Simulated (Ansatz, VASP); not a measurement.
# Two plane-wave programs on CdS

Contents of INCAR:

```
ALGO = Normal ; EDIFF = 1E-8
ENCUT = 520 ; GGA = PS
ISIF = 2 ; ISMEAR = -1
LASPH = T ; LCHARG = F
LEFG = T ; LREAL = F
LWAVE = F ; NBANDS = 16
NELM = 80 ; PREC = Accurate
SIGMA = 0.02
```

File KPOINTS:

```
k-points
0
Gamma
  7 7 7
```

POSCAR

```
CdS
1.0
    0.0000000000      3.0006730886      3.0006730886
    3.0006730886      0.0000000000      3.0006730886
    3.0006730886      3.0006730886      0.0000000000
Cd S
1 1
Direct
    0.0000000000      0.0000000000      0.0000000000
    0.7500000000      0.7500000000      0.7500000000
```

Input for Ansatz:

```yaml
crystal:
  lattice:
    - [0.0, 3.0006730886, 3.0006730886]
    - [3.0006730886, 0.0, 3.0006730886]
    - [3.0006730886, 3.0006730886, 0.0]
  atoms:
    - { symbol: Cd, position: [0.0, 0.0, 0.0] }
    - { symbol: S, position: [0.75, 0.75, 0.75] }
kpoints:
  mp_grid: { grid: [7, 7, 7] }
scf:
  occupations: { method: fermi_dirac, width: 0.02 }
hamiltonian:
  xc: pbesol
  pseudopotentials: { kind: paw }
output:
  forces: true
  stress: true
  eigenvalues: true
  efg: { contact_densities: true }
  write_density: true
  write_potential: true
  elf: true
  volumetric_format: npy
```

Change from the starting cell: volume scaled by 1.06, PAW files.

Alike in both runs: task electric field gradients; functional PBEsol; k mesh 7 × 7 × 7; occupations fermi-dirac, width 0.02 eV; no spin polarisation.

```csv
,VASP,Ansatz
version,VASP 6.6.1,Ansatz 0.2.0
potentials or method,"VASP PAW PBE potentials, release 64 (Cd, S)","PAW with Ansatz's default frozen-core files, scalar-relativistic"
plane-wave cutoff (eV),520,420
valence electrons in the cell,18,26
```

|  | VASP | Ansatz | Ansatz less VASP |
| --- | --- | --- | --- |
| gap on the k mesh at the Fermi level (eV) | 0.83 | 0.83 | -0.002 |
| pressure (GPa) | -4.2 | -4.5 | -0.27 |
| Vzz of the field gradient on the site that differs most (V/Å²) | 0.0 | 0.0 | 0.00 |

The functional is the same, so the differences come from potentials, cutoffs and numerics. The two sets of potentials don't hold the same shells in valence. Ansatz warned: «gradients_without_spin_orbit».

Caveats: the PAW data sets were made with another functional, which shifts forces and pressure a little (VASP).
